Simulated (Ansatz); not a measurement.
# AlN: a sublattice displacement scan

Aim: for AlN, map the energy as every Al atom is pushed off its site.

Program: Ansatz 0.2.0. Level of theory: DFT r2SCAN, scalar-relativistic, plane waves, PAW. These are calculated values, not measurements.

## (1) Starting point

The structure is hexagonal, space group P6_3mc (No. 186). The conventional cell has a = 3.111 Å, b = 3.111 Å, c = 4.978 Å, α = 90.00°, β = 90.00°, γ = 120.00°. Al (site symmetry 3m) has 4 N at 1.89 to 1.92 Å in its first shell of neighbours. Around N (site symmetry 3m) lie 4 Al at 1.89 to 1.92 Å.

Structure file:

```
Al N
1.0
     3.11100    0.00000    0.00000
    -1.55550    2.69421    0.00000
     0.00000    0.00000    4.97800
Al N
2 2
Direct
  0.33333 0.66667 0.00000
  0.66667 0.33333 0.50000
  0.33333 0.66667 0.38500
  0.66667 0.33333 0.88500
```

No relaxation comes first: the listed cell is the starting point.

## (2) The reference cell

The reference gives a free energy of -1856.9670 eV, pressure -0.60 GPa, largest force 0.194 eV/Å and gap on the mesh 4.80 eV. It was computed beforehand with the settings of the runs below.

## (3) Setting up a sublattice displacement scan

Every Al atom is moved by x along the Cartesian unit vector (0.577, 0.577, 0.577); the cell and all other atoms stay fixed. Forces below are components along that vector, summed over the moved atoms.

## (4) At x = -0.100 Å

input.yaml

```yaml
crystal:
  lattice:
    - [3.1110021516, 0.0, 0.0]
    - [-1.5555010758, 2.6942068945, 0.0]
    - [0.0, 0.0, 4.978]
  atoms:
    - { symbol: Al, position: [0.3040603352, 0.6452373447, -0.0115980367] }
    - { symbol: Al, position: [0.6373936685, 0.3119040114, 0.4884019633] }
    - { symbol: "N", position: [0.3333333333, 0.6666666667, 0.385] }
    - { symbol: "N", position: [0.6666666667, 0.3333333333, 0.885] }
basis:
  ecutwfc: 500
kpoints:
  mp_grid: { grid: [12, 12, 6] }
hamiltonian:
  xc: r2scan
scf:
  occupations: { method: gaussian, width: 0.05 }
output:
  forces: true
  stress: true
  eigenvalues: true
```

Run with:

```
> ansatz run input.yaml --threads 1 --pin off --max-ram 2560MiB --backend cpu --events-out ev --progress --plain --runs-dir out
```

## (5) At x = 0.075 Å

Changes to input.yaml since step 4:

```diff
@@ -6,4 +6,4 @@
   atoms:
-    - { symbol: Al, position: [0.3040603352, 0.6452373447, -0.0115980367] }
-    - { symbol: Al, position: [0.6373936685, 0.3119040114, 0.4884019633] }
+    - { symbol: Al, position: [0.355288082, 0.6827386581, 0.0086985276] }
+    - { symbol: Al, position: [0.6886214153, 0.3494053248, 0.5086985276] }
     - { symbol: "N", position: [0.3333333333, 0.6666666667, 0.385] }
```

## (6) x = -0.050 Å

Changes to input.yaml since step 5:

```diff
@@ -6,4 +6,4 @@
   atoms:
-    - { symbol: Al, position: [0.355288082, 0.6827386581, 0.0086985276] }
-    - { symbol: Al, position: [0.6886214153, 0.3494053248, 0.5086985276] }
+    - { symbol: Al, position: [0.3186968343, 0.6559520057, -0.0057990184] }
+    - { symbol: Al, position: [0.6520301676, 0.3226186724, 0.4942009816] }
     - { symbol: "N", position: [0.3333333333, 0.6666666667, 0.385] }
```

## (7) Point x = 0.025 Å

Changes to input.yaml since step 6:

```diff
@@ -6,4 +6,4 @@
   atoms:
-    - { symbol: Al, position: [0.3186968343, 0.6559520057, -0.0057990184] }
-    - { symbol: Al, position: [0.6520301676, 0.3226186724, 0.4942009816] }
+    - { symbol: Al, position: [0.3406515829, 0.6720239972, 0.0028995092] }
+    - { symbol: Al, position: [0.6739849162, 0.3386906638, 0.5028995092] }
     - { symbol: "N", position: [0.3333333333, 0.6666666667, 0.385] }
```

## (8) At x = 0.100 Å

Changes to input.yaml since step 7:

```diff
@@ -6,4 +6,4 @@
   atoms:
-    - { symbol: Al, position: [0.3406515829, 0.6720239972, 0.0028995092] }
-    - { symbol: Al, position: [0.6739849162, 0.3386906638, 0.5028995092] }
+    - { symbol: Al, position: [0.3626063315, 0.6880959886, 0.0115980367] }
+    - { symbol: Al, position: [0.6959396648, 0.3547626553, 0.5115980367] }
     - { symbol: "N", position: [0.3333333333, 0.6666666667, 0.385] }
@@ -22 +22,5 @@
   eigenvalues: true
+  write_density: true
+  write_potential: true
+  elf: true
+  volumetric_format: npy
```

## (9) x = -0.075 Å

Changes to input.yaml since step 8:

```diff
@@ -6,4 +6,4 @@
   atoms:
-    - { symbol: Al, position: [0.3626063315, 0.6880959886, 0.0115980367] }
-    - { symbol: Al, position: [0.6959396648, 0.3547626553, 0.5115980367] }
+    - { symbol: Al, position: [0.3113785847, 0.6505946752, -0.0086985276] }
+    - { symbol: Al, position: [0.644711918, 0.3172613419, 0.4913014724] }
     - { symbol: "N", position: [0.3333333333, 0.6666666667, 0.385] }
```

## (10) Point x = 0.050 Å

input.yaml

```yaml
crystal:
  lattice:
    - [3.1110021516, 0.0, 0.0]
    - [-1.5555010758, 2.6942068945, 0.0]
    - [0.0, 0.0, 4.978]
  atoms:
    - { symbol: Al, position: [0.3479698324, 0.6773813276, 0.0057990184] }
    - { symbol: Al, position: [0.6813031657, 0.3440479943, 0.5057990184] }
    - { symbol: "N", position: [0.3333333333, 0.6666666667, 0.385] }
    - { symbol: "N", position: [0.6666666667, 0.3333333333, 0.885] }
basis:
  ecutwfc: 500
kpoints:
  mp_grid: { grid: [12, 12, 6] }
hamiltonian:
  xc: r2scan
scf:
  occupations: { method: gaussian, width: 0.05 }
output:
  forces: true
  stress: true
  eigenvalues: true
```

## (11) x = -0.025 Å

Changes to input.yaml since step 10:

```diff
@@ -6,4 +6,4 @@
   atoms:
-    - { symbol: Al, position: [0.3479698324, 0.6773813276, 0.0057990184] }
-    - { symbol: Al, position: [0.6813031657, 0.3440479943, 0.5057990184] }
+    - { symbol: Al, position: [0.3260150838, 0.6613093362, -0.0028995092] }
+    - { symbol: Al, position: [0.6593484171, 0.3279760028, 0.4971004908] }
     - { symbol: "N", position: [0.3333333333, 0.6666666667, 0.385] }
```

## (12) x = 0.087 Å

Changes to input.yaml since step 11:

```diff
@@ -6,4 +6,4 @@
   atoms:
-    - { symbol: Al, position: [0.3260150838, 0.6613093362, -0.0028995092] }
-    - { symbol: Al, position: [0.6593484171, 0.3279760028, 0.4971004908] }
+    - { symbol: Al, position: [0.3589472067, 0.6854173234, 0.0101482822] }
+    - { symbol: Al, position: [0.6922805401, 0.35208399, 0.5101482822] }
     - { symbol: "N", position: [0.3333333333, 0.6666666667, 0.385] }
```

(Steps that only read results are left out.)

Q: Predict the outcome of this session.

The runs gave:

```
                             quantity                                       value
force constant along x, over ±0.025 Å  29.16 eV/Å² for the 2 moved atoms together
```

Near the site the force constant is 29.16 eV/Å² for the 2 atoms together, 14.58 on average. No sampled point lies below the undisturbed cell. The well is lopsided: x = -0.100 Å costs 177 meV against 115 meV on the other side, and the dearer side brings atoms closer together. The gap on the mesh stays between 4.58 and 4.86 eV.
